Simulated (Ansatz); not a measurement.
# Ge: changing the dispersion correction

The cell as given:

Space group P4_32_12 (No. 96). a = 5.930 Å, b = 5.930 Å, c = 6.980 Å, α = 90.00°, β = 90.00°, γ = 90.00°
```tsv
atom	site	symmetry	x	y	z
Ge	8b	1	0.3750	0.1667	0.7500
Ge	4a	..2	0.5750	0.4250	0.2500
```

This isn't the form of Ge at room conditions, which is diamond.

Kept alike: task relaxation of cell and atoms; functional PBEsol; k mesh 5 × 5 × 4; occupations fermi-dirac, width 0.05 eV; no spin polarisation. Program: Ansatz, Ansatz PAW, cutoff 420 eV. The mesh is that of the run's cell of 12 atoms. No spin-orbit coupling.

| dispersion correction | volume (Å³/atom) | first edge of the run's cell (Å) | third edge of the run's cell (Å) |
| --- | --- | --- | --- |
| D3(BJ) | 19.568 | 5.868 | 6.819 |
| D3(BJ)-ATM | 19.650 | 5.874 | 6.833 |
| D4 | 19.862 | 5.891 | 6.867 |
| none | 20.377 | 5.929 | 6.956 |

The relaxations keep at least the cell's symmetry (P4_32_12). Relaxations stop with a little pressure left, so the last digits of a volume or edge aren't settled. All rows use potentials made for PBE.

What does the dispersion correction change here?

The volume runs from 19.568 (D3(BJ)) to 20.377 Å³/atom (none). Against no correction: D3(BJ) -4.0 %; D3(BJ)-ATM -3.6 %; D4 -2.5 %. Dispersion terms mostly attract and so lower the volume; the schemes' coefficients and damping set how far. The first edge of the run's cell runs from 5.868 (D3(BJ)) to 5.929 Å (none). The third edge of the run's cell runs from 6.819 (D3(BJ)) to 6.956 Å (none).
